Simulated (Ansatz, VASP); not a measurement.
## Rb: VASP beside Ansatz

INCAR

```
SYSTEM = Rb
  ALGO = Fast
  EDIFF = 1E-6
  ENCUT = 520
  GGA = PS
  ISIF = 2
  ISMEAR = 0
  LASPH = .TRUE.
  LCHARG = .FALSE.
  LREAL = .FALSE.
  LWAVE = .FALSE.
  NBANDS = 10
  NELM = 60
  PREC = Accurate
  SIGMA = 0.15
```

The input KPOINTS:

```
k-points
0
G
  12 12 12
  0 0 0
```

The input POSCAR:

```
Rb
1.0
   -2.8060000000      2.8060000000      3.0304800000
    2.8060000000     -2.8060000000      3.0304800000
    2.8060000000      2.8060000000     -3.0304800000
Rb
1
Direct
    0.0000000000      0.0000000000      0.0000000000
```

Input for Ansatz:

```yaml
crystal:
  lattice:
    - [-2.806, 2.806, 3.03048]
    - [2.806, -2.806, 3.03048]
    - [2.806, 2.806, -3.03048]
  atoms:
    - { symbol: Rb, position: [0.0, 0.0, 0.0] }
basis:
  ecutwfc: 420
kpoints:
  mp_grid: { grid: [12, 12, 12] }
hamiltonian:
  xc: pbesol
scf:
  occupations: { method: gaussian, width: 0.15 }
output:
  forces: true
  stress: true
  eigenvalues: true
  write_density: true
  write_potential: true
  elf: true
  volumetric_format: npy
```

Change from the starting cell: strain +0.000 along x and y, +0.080 along z, atoms carried along.

Alike in both runs: task single point; functional PBEsol; k mesh 12 × 12 × 12; occupations gaussian, width 0.15 eV; no spin polarisation.

```csv
,VASP,Ansatz
version,VASP 6.6.1,Ansatz 0.2.0
potentials or method,"VASP PAW PBE potentials, release 64 (Rb_sv)","scalar-relativistic, plane waves, PAW"
plane-wave cutoff (eV),520,420
valence electrons in the cell,9,9
```

```csv
,VASP,Ansatz,Ansatz less VASP
gap on the k mesh at the Fermi level (eV),none,none,-
pressure (GPa),-0.2,-0.2,0.00
```

A gap of «none» marks a metal or a gap that the smearing closes.

Caveats: the PAW data sets were made with another functional, which shifts forces and pressure a little (VASP).
